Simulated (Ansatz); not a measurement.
BN (P6_3/mmc), an elastic constant from a strain scan

Level of theory: DFT PBEsol, scalar-relativistic, plane waves, PAW (Ansatz). Cutoff 420 eV, Γ-centred 12×12×4 k-points, Gaussian smearing of 0.05 eV. No spin polarisation. Energies are free energies at this smearing, counted from the undisturbed cell; pressure is positive in compression.

The starting cell (as given, not relaxed at this level; it stands at 0.4 GPa):

```
CELL_PARAMETERS angstrom
2.50399 0.00000 0.00000
-1.25200 2.16852 0.00000
0.00000 0.00000 6.66120
ATOMIC_POSITIONS crystal
B 0.33333 0.66667 0.25000
B 0.66667 0.33333 0.75000
N 0.33333 0.66667 0.75000
N 0.66667 0.33333 0.25000
```

The cell holds layers and no dispersion correction was added, so their binding is poorly described.

The cell is strained by ε times the Voigt pattern (1, -1, 0, 0, 0, 0) (xx, yy, zz, yz, xz, xy; engineering shear) with fractional coordinates fixed. The cell holds 4 atoms in V0 = 36.17 Å³. The stress column is τ = (1/V0) dE/dε, got from the stress tensor σ (compression positive) at each point as −det(1 + εP) σ : P(1 + εP)⁻¹, with P the pattern as a tensor.

| ε | ΔE (meV/atom) | τ (GPa) |
| --- | --- | --- |
| -0.0300 | 37.736 | -44.623 |
| -0.0200 | 16.748 | -29.714 |
| -0.0100 | 4.172 | -14.857 |
| 0.0000 | 0.000 | 0.000 |
| 0.0100 | 4.198 | 14.891 |
| 0.0200 | 16.815 | 29.867 |
| 0.0300 | 37.911 | 44.962 |
| 0.0350 | 51.663 | 52.570 |
| 0.0400 | ? | ? |

Problem. Which combination of elastic constants does this scan measure, and how large is it?

Solution. For small ε, τ = τ0 + Kε with K = pᵀCp, which for this pattern is C11 + C22 − 2 C12 in the Cartesian frame shown. The parabola through τ at ε = -0.0100, 0 and 0.0100 has slope K = 1487 GPa at zero. The energies per cell, E = NΔE, of the same two points give K = 2[E(ε₊)/ε₊ − E(ε₋)/ε₋]/[(ε₊ − ε₋)V0] = 1483 GPa, in agreement. These are clamped-ion values.

Problem. Predict the withheld row at ε = 0.0400 from the harmonic law, and compare.

Solution. ΔE = V0(τ0 ε + Kε²/2)/N = 67.159 meV/atom and τ = 59.50 GPa. The calculation gives 67.588 meV/atom and 60.23 GPa, a miss of 0.6 % of the harmonic energy, so the harmonic law still holds here.

Forces appear on the atoms along this scan, and letting them relax would lower the energy and soften the response.